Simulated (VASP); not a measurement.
Set up this calculation in VASP 6.6.1, as the native input.

```
Task                   : single point
Functional             : PBE
Potentials or basis    : VASP PAW PBE potentials, release 64 (Mn_pv)
Cutoff                 : 520 eV
k mesh                 : 24 × 24 × 14
Occupations            : gaussian, width 0.15 eV
Spin                   : no spin polarisation
Dipole correction      : no
Further INCAR settings : ALGO = Fast; EDIFF = 1e-06; NBANDS = 20
```

The structure of Mn lies in POSCAR:

```
Mn
1.0
    2.4836457705      0.0000000000      0.0000000000
   -1.2418228852      2.1509003313      0.0000000000
    0.0000000000      0.0000000000      4.0261950000
Mn
2
Direct
    0.6666666667      0.3333333333      0.7500000000
    0.3333333333      0.6666666667      0.2500000000
```

This isn't the form of Mn at room conditions, which is a 58-atom cubic cell.

The input as run:

INCAR

```
ALGO     = Fast           # electronic algorithm
EDIFF    = 1E-6           # SCF threshold, eV
ENCUT    = 520            # plane-wave cutoff, eV
GGA      = PE             # functional
ISIF     = 2              # what is computed and relaxed
ISMEAR   = 0              # smearing method
LASPH    = T              # aspherical terms in the spheres
LCHARG   = F              # write CHGCAR
LREAL    = F              # projectors in reciprocal space
LWAVE    = F              # write WAVECAR
NBANDS   = 20             # bands
NELM     = 100            # most SCF steps
PREC     = Accurate       # precision mode
SIGMA    = 0.15           # smearing width, eV
```

KPOINTS

```
k-points
0
Gamma
  24 24 14
```

Potentials or basis: VASP PAW PBE potentials, release 64 (Mn_pv).

The run is started by

```bash
$ cat potpaw_PBE.64/Mn_pv/POTCAR > POTCAR
$ mpirun -np 1 vasp_std > vasp.out
```

Results of the run:

```yaml
Pressure: -1.3 GPa
Band_gap_on_the_k_mesh: none (metal or under the smearing width)
```

Caveat: the run has no spin polarisation, though such a crystal can be magnetic.

It took 3.7 min on 1 thread of AMD EPYC 7R43 64-Core Processor (Zen 3), with other jobs on the host, peak memory 0.23 GiB.
